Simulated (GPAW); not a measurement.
BaTiO3:

```
CELL_PARAMETERS angstrom
3.99980 0.00000 0.00000
0.00000 3.99980 0.00000
0.00000 0.00000 4.01800
ATOMIC_POSITIONS crystal
Ba 0.00000 0.00000 0.00000
Ti 0.50000 0.50000 0.49000
O 0.00000 0.50000 0.51700
O 0.50000 0.00000 0.51700
O 0.50000 0.50000 0.01900
```

* Program: GPAW 26.7.0
* Task: relaxation of cell and atoms
* Functional: PBE
* Potentials or basis: GPAW PAW data sets (gpaw-data 1.2.1)
* Cutoff: 800 eV
* Basis: pw
* k mesh: 4 × 4 × 4
* Occupations: fermi-dirac, width 0.05 eV
* Spin: no spin polarisation

At the start: pressure 3.8 GPa; volume 12.86 Å³/atom.

Problem. Where does the relaxation end?

Solution. Over 16 steps the energy falls by 11.8 meV/atom and the volume is 13.46 Å³/atom (+4.7 %); space group P4mm (No. 99, to 0.05 Å).

Step by step:
```csv
step,energy change (eV),largest force (eV/Å),pressure (GPa),volume (Å³)
1,0.0000,0.2807,3.78,64.28
2,-0.0058,0.2517,3.42,64.45
3,-0.0352,0.0988,0.36,66.14
4,-0.0366,0.0913,0.16,66.24
5,-0.0442,0.1364,-1.14,66.92
6,-0.0461,0.1865,-1.24,67.01
7,-0.0510,0.2303,-1.03,67.12
8,-0.0543,0.1471,-0.45,67.13
9,-0.0563,0.1312,0.14,67.05
10,-0.0573,0.0962,0.36,67.02
11,-0.0581,0.0705,0.29,67.08
12,-0.0586,0.0528,0.08,67.19
13,-0.0590,0.0428,-0.10,67.30
14,-0.0591,0.0348,-0.15,67.35
15,-0.0592,0.0217,-0.13,67.35
16,-0.0591,0.0113,-0.06,67.31
```

Final structure:
```
Ba Ti O
1.0
     3.99353    0.00000    0.00000
     0.00000    3.99353    0.00000
     0.00000    0.00000    4.22064
Ba Ti O
1 1 3
Direct
  0.00000 0.00000 0.98936
  0.50000 0.50000 0.47178
  0.00000 0.50000 0.52052
  0.50000 0.00000 0.52052
  0.50000 0.50000 0.04114
```

Caveat: the k mesh is coarse; later steps reuse the first step's grids.
